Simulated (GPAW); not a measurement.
The system is TaN.

```
Ta N
1.0
     2.92177    0.00000    0.00000
    -1.46088    2.53033    0.00000
     0.00000    0.00000    5.91652
Ta N
2 2
Direct
  0.00000 0.00000 0.50000
  0.00000 0.00000 0.00000
  0.33333 0.66667 0.25000
  0.66667 0.33333 0.75000
```

The cell comes from a database or a generator and needn't be the stable form of this composition.

Base run:

- Program: GPAW 26.7.0
- Functional: PBEsol
- Potentials or basis: PAW data sets generated in the run's folder for this functional
- Cutoff: 800 eV
- Basis: pw
- k mesh: 7 × 7 × 4
- Occupations: fermi-dirac, width 0.05 eV
- Spin: no spin polarisation

Its results: band gap on the k mesh none (metal or under the smearing width); pressure -10.7 GPa.

Question: The run is repeated on the same cell with these changes: hubbard terms from none to Ta d U = 2 eV. What comes out?

Answer: Band gap on the k mesh none (metal or under the smearing width); pressure -5.6 GPa.

Caveats: U without spin polarisation on a metal has little footing (some runs).
